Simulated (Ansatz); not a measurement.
Runs of Ansatz 0.2.0 on Ga. It takes space group Pm-3m (No. 221, cubic). Conventional cell: a = 2.716 Å, b = 2.716 Å, c = 2.716 Å, α = 90.00°, β = 90.00°, γ = 90.00°. Ga (site symmetry m-3m) has 6 Ga at 2.72 Å as nearest neighbours. The cell was built by a generator and needn't be a form met in nature.

```tsv
task	level	cell	k mesh	atoms under strain	gap on the mesh (eV)	pressure (GPa)	relaxed volume (Å³/atom)
relaxation of cell and atoms	revPBE+D4	relaxed	10 × 10 × 10	-	none	0.0	18.43
phonons	LDA	as given	7 × 7 × 7	-	none	-	-
relaxation of cell and atoms	BLYP+D4	relaxed	10 × 10 × 10	-	none	0.0	19.38
relaxation of cell and atoms	BLYP+D3(BJ)	relaxed	10 × 10 × 10	-	none	0.0	(a)
relaxation of cell and atoms	revPBE+D3(BJ)	relaxed	10 × 10 × 10	-	none	0.0	(b)
elastic constants	LDA	as given	7 × 7 × 7	clamped	none	-5.7	-
```

Alike in all rows: potentials or basis Ansatz PAW; no spin polarisation; cutoff (eV) 420; smearing fermi-dirac 0.05 eV.

Fill in the values left out.

(a) 19.88; (b) 18.77.

Caveats: the PAW data sets come from PBE, with cores solved anew for the run's functional, which leaves a small shift of forces and pressure; the plane-wave basis is chosen anew once the cell has moved, so the energies of steps on either side of that aren't comparable (some runs); pairwise dispersion overbinds metals, which lowers pressure and volume (some runs); the cell is more than 3 GPa from zero pressure, which shifts response properties (some runs); the elastic tensor has a negative eigenvalue, so either the cell is unstable as it stands or the mesh is too thin (some runs).

A k mesh can miss the band edges, and the runs leave out spin-orbit coupling on Ga.

A gap of «none» marks a metal or a gap under the smearing width.

Runs at the PBE level aren't shown here.
